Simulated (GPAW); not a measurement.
## CdSe: band structure with LDA

The system is CdSe.

```
CELL_PARAMETERS angstrom
4.34202 0.00000 0.00000
2.17101 3.76030 0.00000
2.17101 1.25343 3.54524
ATOMIC_POSITIONS crystal
Cd 0.00000 0.00000 0.00000
Se 0.25000 0.25000 0.25000
```

Measurements of this composition are mostly on another form, of space group No. 186.

* Program: GPAW 26.7.0
* Task: band structure
* Functional: LDA
* Potentials or basis: the program's PAW data sets (release 1.2.1) made for this functional
* Cutoff: 600 eV
* Basis: pw
* k mesh: 6 × 6 × 6
* Occupations: fermi-dirac, width 0.05 eV
* Spin: spin-orbit coupling, no magnetisation
* Maxiter: 150
* Band path: GXWKGLUWLK,UX
* Band points: 100
* spin axis theta (degrees): 90
* spin axis phi (degrees): 45
* Soc after scf: second variation

```
Pressure                : -3.4 GPa
Band gap on the k mesh  : 0.13 eV, direct
Band gap along the path : 0.14 eV, direct
```

Levels at the corners of the path, in eV from the valence-band top:
| point | band 16 | band 17 | band 18 | band 19 | band 20 | band 21 |
| --- | --- | --- | --- | --- | --- | --- |
| Γ | 0.00 | 0.00 | 0.00 | 0.14 | 0.14 | 5.34 |
| X | -2.00 | -1.87 | -1.87 | 2.85 | 2.85 | 3.44 |
| W | -2.28 | -2.25 | -2.24 | 4.52 | 4.73 | 4.91 |
| K | -2.56 | -1.61 | -1.60 | 3.39 | 3.40 | 4.74 |
| Γ | 0.00 | 0.00 | 0.00 | 0.14 | 0.14 | 5.34 |
| L | -0.99 | -0.73 | -0.73 | 2.00 | 2.00 | 6.07 |
| U | -2.56 | -1.61 | -1.60 | 3.39 | 3.40 | 4.74 |
| W | -2.28 | -2.25 | -2.24 | 4.52 | 4.73 | 4.91 |
| L | -0.99 | -0.73 | -0.73 | 2.00 | 2.00 | 6.07 |
| K | -2.56 | -1.61 | -1.60 | 3.39 | 3.40 | 4.74 |
| U | -2.56 | -1.61 | -1.60 | 3.39 | 3.40 | 4.74 |
| X | -2.00 | -1.87 | -1.87 | 2.85 | 2.85 | 3.44 |

Run time: 38 s on 1 thread of Intel(R) Xeon(R) Platinum 8488C (Sapphire Rapids), on a shared host, peak memory 0.34 GiB.

Caveat: spin-orbit coupling was added after a scalar SCF, so levels and gaps hold it while energy, forces, pressure and moments don't; this program's spin-orbit splittings come out too wide for heavy elements.
